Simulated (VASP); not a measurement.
# CdS (Hawleyite) (F-43m) in VASP: a series of runs

Runs on CdS (Hawleyite). Level: PBE. Tasks: single point.

Everything below comes from runs of VASP 6.6.1. Logs are shortened: lines on timing, memory, paths and dates and some standing lists are left out, and cuts for length are marked.

### 1 The crystal as given

It takes space group F-43m (No. 216, cubic). Conventional cell: a = 5.833 Å, b = 5.833 Å, c = 5.833 Å, α = 90.00°, β = 90.00°, γ = 90.00°. Around Cd (site symmetry -43m) lie 4 S at 2.53 Å. Around S (site symmetry -43m) lie 4 Cd at 2.53 Å.

### 2 Single point, PBE

The input, INCAR:

```
SYSTEM = CdS
  PREC = Accurate
  ENCUT = 520
  EDIFF = 1E-6
  ISMEAR = -1
  SIGMA = 0.05
  LREAL = .False.
  LASPH = .True.
  NELM = 80
  ALGO = Fast
  ISIF = 2
  LWAVE = .False.
  LCHARG = .True.
  GGA = PE
  LELF = .True.
  LVHAR = .True.
  NBANDS = 16
```

The input, KPOINTS:

```
Automatic mesh
0
Gamma
  8 8 8
  0 0 0
```

The input, POSCAR:

```
CdS
1.0
    0.0000000000      2.9165000000      2.9165000000
    2.9165000000      0.0000000000      2.9165000000
    2.9165000000      2.9165000000      0.0000000000
Cd S
1 1
Direct
    0.0000000000      0.0000000000      0.0000000000
    0.7500000000      0.7500000000      0.7500000000
```

Potentials or basis: VASP PAW PBE potentials, release 64 (Cd, S).

Command:

```console
$ cat potpaw_PBE.64/Cd/POTCAR potpaw_PBE.64/S/POTCAR > POTCAR
$ mpirun -np 1 vasp_std > vasp.out
```

OUTCAR:

```text
SYSTEM = CdS
   PREC = Accurate
   ENCUT = 520
   EDIFF = 1E-6
   ISMEAR = -1
   LREAL = .False.
   LASPH = .True.
   NELM = 80
   ISIF = 2
   GGA = PE

 ion  position               nearest neighbor table
   1  0.000  0.000  0.000-   2 2.53   2 2.53   2 2.53   2 2.53
   2  0.750  0.750  0.750-   1 2.53   1 2.53   1 2.53   1 2.53

  LATTYP: Found a face centered cubic cell.
 ALAT       =     5.8330000000

  Lattice vectors:

 A1 = (   0.0000000000,   2.9165000000,   2.9165000000)
 A2 = (   2.9165000000,   0.0000000000,   2.9165000000)
 A3 = (   2.9165000000,   2.9165000000,   0.0000000000)

Analysis of symmetry for initial positions (statically):
=====================================================================
 Subroutine PRICEL returns:
 Original cell was already a primitive cell.

 Routine SETGRP: Setting up the symmetry group for a
 face centered cubic supercell.

 Subroutine GETGRP returns: Found 24 space group operations
 (whereof 24 operations were pure point group operations)
 out of a pool of 48 trial point group operations.

The static configuration has the point symmetry T_d .

Analysis of symmetry for dynamics (positions and initial velocities):
=====================================================================
 Subroutine PRICEL returns:
 Original cell was already a primitive cell.

 Routine SETGRP: Setting up the symmetry group for a
 face centered cubic supercell.

 Subroutine GETGRP returns: Found 24 space group operations
 (whereof 24 operations were pure point group operations)
 out of a pool of 48 trial point group operations.

The dynamic configuration has the point symmetry T_d .

 Subroutine INISYM returns: Found 24 space group operations
 (whereof 24 operations are pure point group operations),
 and found     1 'primitive' translations

----------------------------------------------------------------------------------------

                                     Primitive cell

  volume of cell :      49.6153

  direct lattice vectors                    reciprocal lattice vectors
     0.000000000  2.916500000  2.916500000    -0.171438368  0.171438368  0.171438368
     2.916500000  0.000000000  2.916500000     0.171438368 -0.171438368  0.171438368
     2.916500000  2.916500000  0.000000000     0.171438368  0.171438368 -0.171438368

  length of vectors
     4.124553855  4.124553855  4.124553855     0.296939964  0.296939964  0.296939964

  position of ions in fractional coordinates (direct lattice)
     0.000000000  0.000000000  0.000000000
     0.750000000  0.750000000  0.750000000

  ion indices of the primitive-cell ions
   primitive index   ion index
                 1           1
                 2           2

----------------------------------------------------------------------------------------

 KPOINTS: Automatic mesh

Automatic generation of k-mesh.
 Grid dimensions read from file:
 generate k-points for:    8    8    8

 Generating k-lattice:

  Cartesian coordinates                     Fractional coordinates (reciprocal lattice)
    -0.021429796  0.021429796  0.021429796     0.125000000  0.000000000  0.000000000
     0.021429796 -0.021429796  0.021429796     0.000000000  0.125000000  0.000000000
     0.021429796  0.021429796 -0.021429796     0.000000000  0.000000000  0.125000000

  Length of vectors
     0.037117495  0.037117495  0.037117495

  Shift w.r.t. Gamma in fractional coordinates (k-lattice)
     0.000000000  0.000000000  0.000000000

 Subroutine IBZKPT returns following result:
 ===========================================

 Found     29 irreducible k-points:

 Following reciprocal coordinates:
            Coordinates               Weight
  0.000000  0.000000  0.000000      1.000000
  0.125000  0.000000  0.000000      8.000000
  0.250000  0.000000  0.000000      8.000000
  0.375000  0.000000  0.000000      8.000000
  0.500000  0.000000  0.000000      4.000000
  0.125000  0.125000  0.000000      6.000000
[... 16 lines left out ...]
  0.500000  0.250000  0.125000     48.000000
 -0.375000  0.250000  0.125000     24.000000
 [... further k-points ...]
   k-points           NKPTS =     29   k-points in BZ     NKDIM =     29   number of bands    NBANDS=     16
   number of dos      NEDOS =    301   number of ions     NIONS =      2
   total plane-waves  NPLWV =  32768
   dimension x,y,z NGX =    32 NGY =   32 NGZ =   32
   dimension x,y,z NGXF=    64 NGYF=   64 NGZF=   64
   ions per type =               1   1
   NGX,Y,Z   is equivalent  to a cutoff of  12.90, 12.90, 12.90 a.u.
   NGXF,Y,Z  is equivalent  to a cutoff of  25.80, 25.80, 25.80 a.u.
 SYSTEM =  CdS
   PREC   = accura    normal or accurate (medium, high low for compatibility)
   ISTART =      0    job   : 0-new  1-cont  2-samecut
   ICHARG =      2    charge: 1-file 2-atom 10-const
   ISPIN  =      1    spin polarized calculation?
   LNONCOLLINEAR =      F non collinear calculations
   LSORBIT =      F    spin-orbit coupling
   LASPH  =      T    aspherical Exc in radial PAW
   ENCUT  =  520.0 eV  38.22 Ry    6.18 a.u.   7.67  7.67  7.67*2*pi/ulx,y,z
   NELM   =     80;   NELMIN=  2; NELMDL= -5     # of ELM steps
   EDIFF  = 0.1E-05   stopping-criterion for ELM
   LREAL  =      F    real-space projection
   EDIFFG = 0.1E-04   stopping-criterion for IOM
   NSW    =      0    number of steps for IOM
   IBRION =     -1    ionic relax: 0-MD 1-quasi-New 2-CG
   NFREE  =      0    steps in history (QN), initial steepest desc. (CG)
   ISIF   =      2    stress and relaxation
   ISYM   =      2    0-nonsym 1-usesym 2-fastsym
   POTIM  = 0.5000    time-step for ionic-motion
   TEBEG  =    0.0;   TEEND  =   0.0 temperature during run
   PSTRESS=    0.0 pullay stress
   NELECT =      18.0000    total number of electrons
   NUPDOWN=      -1.0000    fix difference up-down
   EMIN   =  10.00;   EMAX   =-10.00  energy-range for DOS
   EFERMI =   0.00;   METHOD = LEGACY
   ISMEAR =    -1;   SIGMA  =   0.05  broadening in eV -4-tet -1-fermi 0-gaus
   EFERMI_NEDOS =   21; number of points for ismear=-14 and -15
   IALGO  =     68    algorithm
   IMIX   =      4    mixing-type and parameters
     AMIX     =   0.40;   BMIX     =  1.00
     AMIX_MAG =   1.60;   BMIX_MAG =  1.00
  volume/ion in A,a.u.               =      24.81       167.41
  Fermi-wavevector in a.u.,A,eV,Ry     =   1.167599  2.206442 18.548649  1.363287
  Thomas-Fermi vector in A             =   2.304097
   LORBIT       =      0    0 simple, 1 ext, 2 COOP (PROOUT), +10 PAW based schemes
   GGA     = PE    functional components
   LHFCALC =     F    Hartree Fock is set to
   AEXX    =    0.0000 exact exchange contribution
   IVDW    =     0    specifies the selected vdW correction
   LEPSILON=     F    determine dielectric tensor
   LRPA    =     F    only Hartree local field effects (RPA)
 non-spin polarized calculation
 RMM-DIIS sequential band-by-band and
  energy-cutoff  :      520.00
  volume of cell :       49.62
 maximum number of plane-waves:      1363
   NGX = 15   NGY = 15   NGZ = 15

 number of electron      18.0000004 magnetization

 Free energy of the ion-electron system (eV)
  ---------------------------------------------------
  ext. energy  EPLUGINS =         0.00000000
  ---------------------------------------------------
  free energy    TOTEN  =        -6.12127754 eV

  energy without entropy =       -6.12127743  energy(sigma->0) =       -6.12127748

 E-fermi :   1.9277     XC(G=0):  -9.1499

 val. band max:        1.3137007649   @ k =   0.0000   0.0000   0.0000
 cond. band min:       2.4637055445   @ k =   0.0000   0.0000   0.0000
 fundamental gap:      1.1500047796
 Fermi energy:         1.9276625700

 k-point     1 :       0.0000    0.0000    0.0000
  band No.  band energies     occupation
      1     -11.0561      2.00000
      2      -6.4140      2.00000
      3      -6.4140      2.00000
      4      -6.4140      2.00000
      5      -5.9340      2.00000
      6      -5.9340      2.00000
[... 8 lines left out ...]
     15      12.7948      0.00000
     16      12.7948      0.00000

 k-point     2 :       0.1250    0.0000    0.0000
  band No.  band energies     occupation
      1     -10.9940      2.00000
      2      -6.3914      2.00000
      3      -6.3914      2.00000
      4      -6.3602      2.00000
      5      -5.9351      2.00000
      6      -5.9351      2.00000
[... 8 lines left out ...]
     15      12.1971      0.00000
     16      13.3257      0.00000

 k-point     3 :       0.2500    0.0000    0.0000
  band No.  band energies     occupation
      1     -10.8433      2.00000
      2      -6.3427      2.00000
      3      -6.3427      2.00000
      4      -6.1674      2.00000
      5      -5.9297      2.00000
      6      -5.9297      2.00000
[... 8 lines left out ...]
     15      11.9617      0.00000
     16      12.6502      0.00000

 k-point     4 :       0.3750    0.0000    0.0000
  band No.  band energies     occupation
      1     -10.6926      2.00000
      2      -6.3051      2.00000
      3      -6.3051      2.00000
      4      -5.9097      2.00000
      5      -5.9097      2.00000
      6      -5.8121      2.00000
[... 8 lines left out ...]
     15      12.8188      0.00000
     16      12.8188      0.00000
[... 324 lines left out ...]
 k-point    22 :       0.3750    0.2500    0.1250
  band No.  band energies     occupation
      1     -10.7327      2.00000
      2      -6.2906      2.00000
      3      -6.2642      2.00000
      4      -6.1008      2.00000
      5      -5.9267      2.00000
      6      -5.8734      2.00000
[... 8 lines left out ...]
     15      13.3243      0.00000
     16      15.2084      0.00000

 k-point    23 :       0.5000    0.2500    0.1250
  band No.  band energies     occupation
      1     -10.6143      2.00000
      2      -6.2547      2.00000
      3      -6.2287      2.00000
      4      -6.0002      2.00000
      5      -5.9004      2.00000
      6      -5.6426      2.00000
[... 8 lines left out ...]
     15      14.1447      0.00000
     16      14.4109      0.00000

 k-point    24 :      -0.3750    0.2500    0.1250
  band No.  band energies     occupation
      1     -10.5660      2.00000
      2      -6.2499      2.00000
      3      -6.2118      2.00000
      4      -5.9598      2.00000
      5      -5.9072      2.00000
      6      -5.4400      2.00000
[... 8 lines left out ...]
     15      13.6167      0.00000
     16      14.4865      0.00000

 [... further k-points ...]

------------------------ aborting loop because EDIFF is reached ----------------------------------------

  FORCE on cell =-STRESS in cart. coord.  units (eV):
  Direction    XX          YY          ZZ          XY          YZ          ZX
  --------------------------------------------------------------------------------------
  -------------------------------------------------------------------------------------
  Total        1.0000373      1.0000373      1.0000373      0.0000000      0.0000000     -0.0000000
  in kB       32.2931813     32.2931813     32.2931813      0.0000000      0.0000000     -0.0000000
  external PRESSURE =      32.2931813 kB  Pullay stress =       0.0000000 kB

 VOLUME and BASIS-vectors are now :
 -----------------------------------------------------------------------------
  energy-cutoff  :      520.00
  volume of cell :       49.62
      direct lattice vectors                 reciprocal lattice vectors
     0.000000000  2.916500000  2.916500000    -0.171438368  0.171438368  0.171438368
     2.916500000  0.000000000  2.916500000     0.171438368 -0.171438368  0.171438368
     2.916500000  2.916500000  0.000000000     0.171438368  0.171438368 -0.171438368

 POSITION                                       TOTAL-FORCE (eV/Angst)
 -----------------------------------------------------------------------------------
      0.00000      0.00000      0.00000         0.000000      0.000000      0.000000
      4.37475      4.37475      4.37475        -0.000000     -0.000000     -0.000000
 -----------------------------------------------------------------------------------
    total drift:                                0.000000      0.000000      0.000000

  FREE ENERGIE OF THE ION-ELECTRON SYSTEM (eV)
  ---------------------------------------------------
  free  energy   TOTEN  =        -6.1212775408 eV

  energy  without entropy=       -6.1212774287  energy(sigma->0) =       -6.12127748
```

Run time: 9.1 s. Hardware: 1 thread of Intel Xeon 6975P-C (Granite Rapids), shared host; peak memory 0.18 GiB.

What came out:

```
Free energy            : -6.1213 eV
Pressure               : 3.2 GPa
Band gap on the k mesh : 1.15 eV, direct
```

Levels at points of the mesh, in eV from the valence-band top:
```csv
k point,band 7,band 8,band 9,band 10,band 11,band 12
"(0.00, 0.00, 0.00)",0.00,0.00,0.00,1.15,6.55,6.55
"(0.50, 0.00, 0.00)",-4.40,-0.75,-0.75,3.02,7.01,7.01
"(0.50, 0.50, 0.00)",-3.95,-1.88,-1.88,3.55,4.35,9.23
```

Expect the measured gap to be larger: semilocal functionals such as PBE lack the derivative discontinuity.

(Part 1 of 2 ends here.)
